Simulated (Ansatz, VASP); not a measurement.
GaSb in VASP and in Ansatz

INCAR

```
SYSTEM = GaSb
  ALGO = Normal
  EDIFF = 1E-6
  ENCUT = 520
  ISIF = 2
  ISMEAR = -1
  LASPH = .TRUE.
  LCHARG = .FALSE.
  LMIXTAU = .TRUE.
  LREAL = .FALSE.
  LWAVE = .FALSE.
  METAGGA = R2SCAN
  NELM = 60
  PREC = Accurate
  SIGMA = 0.05
```

KPOINTS

```
k-points
0
G
  8 8 8
  0 0 0
```

File POSCAR:

```
GaSb
1.0
    0.0000000000      3.0590000000      3.0590000000
    3.0590000000      0.0000000000      3.0590000000
    3.0590000000      3.0590000000      0.0000000000
Sb Ga
1 1
Direct
    0.7500000000      0.7500000000      0.7500000000
    0.0000000000      0.0000000000      0.0000000000
```

KPOINTS_OPT

```
path GXWKGLUWLK,UX
20
line-mode
reciprocal
 0.0000000000  0.0000000000  0.0000000000  G
 0.5000000000  0.0000000000  0.5000000000  X

 0.5000000000  0.0000000000  0.5000000000  X
 0.5000000000  0.2500000000  0.7500000000  W

 0.5000000000  0.2500000000  0.7500000000  W
 0.3750000000  0.3750000000  0.7500000000  K

 0.3750000000  0.3750000000  0.7500000000  K
 0.0000000000  0.0000000000  0.0000000000  G

 0.0000000000  0.0000000000  0.0000000000  G
 0.5000000000  0.5000000000  0.5000000000  L

 0.5000000000  0.5000000000  0.5000000000  L
 0.6250000000  0.2500000000  0.6250000000  U

 0.6250000000  0.2500000000  0.6250000000  U
 0.5000000000  0.2500000000  0.7500000000  W

 0.5000000000  0.2500000000  0.7500000000  W
 0.5000000000  0.5000000000  0.5000000000  L

 0.5000000000  0.5000000000  0.5000000000  L
 0.3750000000  0.3750000000  0.7500000000  K

 0.6250000000  0.2500000000  0.6250000000  U
 0.5000000000  0.0000000000  0.5000000000  X
```

File input.yaml:

```yaml
crystal:
  lattice:
    - [0.0, 3.059, 3.059]
    - [3.059, 0.0, 3.059]
    - [3.059, 3.059, 0.0]
  atoms:
    - { symbol: Sb, position: [0.75, 0.75, 0.75] }
    - { symbol: Ga, position: [0.0, 0.0, 0.0] }
hamiltonian:
  xc: r2scan
  pseudopotentials: { kind: paw }
kpoints:
  mp_grid: { grid: [8, 8, 8] }
  band_path:
    path:
      - [[0.0, 0.0, 0.0], [0.5, 0.0, 0.5], [0.5, 0.25, 0.75], [0.375, 0.375, 0.75], [0.0, 0.0, 0.0], [0.5, 0.5, 0.5], [0.625, 0.25, 0.625], [0.5, 0.25, 0.75], [0.5, 0.5, 0.5], [0.375, 0.375, 0.75]]
      - [[0.625, 0.25, 0.625], [0.5, 0.0, 0.5]]
    npoints: 14
scf:
  occupations: { method: fermi_dirac, width: 0.05 }
  n_extra_bands: 6
output:
  forces: true
  stress: true
  eigenvalues: true
  fatbands: false
```

Alike in both runs: task band structure; functional r2SCAN; k mesh 8 × 8 × 8; occupations fermi-dirac, width 0.05 eV; no spin polarisation.

|  | VASP | Ansatz |
| --- | --- | --- |
| version | VASP 6.6.1 | Ansatz 0.2.0 |
| potentials or method | VASP PAW PBE potentials, release 64 (Sb, Ga_d) | Ansatz PAW |
| plane-wave cutoff (eV) | 520 | 500 |
| valence electrons in the cell | 18 | 28 |

|  | VASP | Ansatz | Ansatz less VASP |
| --- | --- | --- | --- |
| gap on the k mesh at the Fermi level (eV) | 0.45 | 0.47 | +0.016 |
| least direct gap on the mesh (eV) | 0.45 | 0.47 | +0.016 |
| gap along the band path (eV) | 0.45 | 0.47 | +0.016 |
| pressure (GPa) | 0.4 | 0.4 | -0.08 |

The two sets of potentials don't hold the same shells in valence.

Caveats: spin-orbit coupling is left out, which moves the levels of the heavy elements; the PAW data sets were made with another functional, which shifts forces and pressure a little (VASP); the PAW data sets come from PBE, with cores solved anew for the run's functional, which leaves a small shift of forces and pressure (Ansatz). r2SCAN opens gaps a little over a GGA but as a rule still falls short of measured ones.
